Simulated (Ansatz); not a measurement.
# Br: levels along high-symmetry lines

```
Br
1.0
     0.00000    3.50155    3.50155
     3.50155    0.00000    3.50155
     3.50155    3.50155    0.00000
Br
2
Direct
  0.00000 0.00000 0.00000
  0.25000 0.25000 0.25000
```

Atom numbers follow the list: Br1, Br2.

The cell was built from the diamond type and relaxed in the same program, and has space group Fd-3m; it needn't be a known or the stable phase.

Computed with DFT, PBE, all-electron LAPW, scalar-relativistic (Ansatz 0.2.0).

The runs use a Γ-centred 14×14×14 k mesh, Fermi–Dirac smearing of 0.05 eV, basis error target 0.25 meV/atom, no spin polarisation.

Points in fractions of the reciprocal vectors of this cell: Γ (0, 0, 0), X (0.5, 0, 0.5), U (0.625, 0.25, 0.625), K (0.375, 0.375, 0.75), L (0.5, 0.5, 0.5), W (0.5, 0.25, 0.75). The path joins them by straight lines in the order Γ–X–U–K–Γ–L–W–X; legs that retrace an earlier one aren't tabulated. Energies are in eV from the Fermi level.

Task: Metal or insulator at this level of theory?

Result: No gap opens: metallic or semimetallic.

Task: Tabulate bands 22 to 28, counted from the lowest band of the run, along the path.

Result: 
| k (1/Å) | point | band 22 | band 23 | band 24 | band 25 | band 26 | band 27 | band 28 |
| --- | --- | --- | --- | --- | --- | --- | --- | --- |
| 0.00 | Γ | -2.67 | -2.67 | -0.85 | -0.85 | -0.85 | 5.23 | 9.13 |
| 0.22 |  | -2.83 | -2.58 | -0.98 | -0.64 | -0.64 | 5.64 | 8.34 |
| 0.45 |  | -3.13 | -2.35 | -1.27 | -0.20 | -0.20 | 6.66 | 7.40 |
| 0.67 |  | -3.37 | -2.07 | -1.56 | 0.19 | 0.19 | 6.99 | 7.42 |
| 0.90 | X | -3.45 | -1.82 | -1.82 | 0.34 | 0.34 | 7.15 | 7.15 |
| 0.98 |  | -3.44 | -1.83 | -1.77 | 0.33 | 0.34 | 7.12 | 7.18 |
| 1.06 |  | -3.42 | -1.88 | -1.65 | 0.29 | 0.33 | 7.05 | 7.26 |
| 1.14 |  | -3.38 | -1.95 | -1.49 | 0.23 | 0.32 | 6.98 | 7.37 |
| 1.21 | U | -3.34 | -2.04 | -1.31 | 0.15 | 0.30 | 6.93 | 7.52 |
| 1.35 |  | -3.35 | -2.03 | -1.27 | 0.12 | 0.27 | 6.97 | 7.48 |
| 1.49 |  | -3.38 | -1.99 | -1.27 | 0.12 | 0.25 | 7.05 | 7.36 |
| 1.63 |  | -3.35 | -2.03 | -1.27 | 0.12 | 0.27 | 6.97 | 7.48 |
| 1.76 | K | -3.34 | -2.04 | -1.31 | 0.15 | 0.30 | 6.93 | 7.52 |
| 2.00 |  | -3.13 | -2.37 | -0.89 | -0.18 | 0.17 | 7.04 | 8.05 |
| 2.24 |  | -2.91 | -2.62 | -0.78 | -0.52 | -0.16 | 6.65 | 8.26 |
| 2.48 |  | -2.73 | -2.69 | -0.83 | -0.76 | -0.61 | 5.68 | 8.60 |
| 2.72 | Γ | -2.67 | -2.67 | -0.85 | -0.85 | -0.85 | 5.23 | 9.13 |
| 2.91 |  | -2.74 | -2.73 | -0.79 | -0.76 | -0.76 | 5.54 | 8.87 |
| 3.10 |  | -2.88 | -2.88 | -0.58 | -0.56 | -0.56 | 6.26 | 8.66 |
| 3.30 |  | -3.00 | -3.00 | -0.38 | -0.38 | -0.31 | 7.02 | 8.68 |
| 3.49 | L | -3.05 | -3.05 | -0.32 | -0.32 | -0.18 | 7.63 | 7.83 |
| 3.65 |  | -3.10 | -2.73 | -0.57 | -0.25 | 0.01 | 7.48 | 7.82 |
| 3.81 |  | -3.22 | -2.36 | -0.92 | -0.07 | 0.17 | 7.20 | 7.65 |
| 3.97 |  | -3.38 | -1.99 | -1.27 | 0.12 | 0.25 | 7.05 | 7.36 |
| 4.13 | W | -3.53 | -1.62 | -1.62 | 0.23 | 0.23 | 7.12 | 7.12 |
| 4.24 |  | -3.52 | -1.65 | -1.65 | 0.25 | 0.25 | 7.13 | 7.13 |
| 4.35 |  | -3.49 | -1.72 | -1.72 | 0.29 | 0.29 | 7.14 | 7.14 |
| 4.46 |  | -3.46 | -1.79 | -1.79 | 0.33 | 0.33 | 7.15 | 7.15 |
| 4.58 | X | -3.45 | -1.82 | -1.82 | 0.34 | 0.34 | 7.15 | 7.15 |
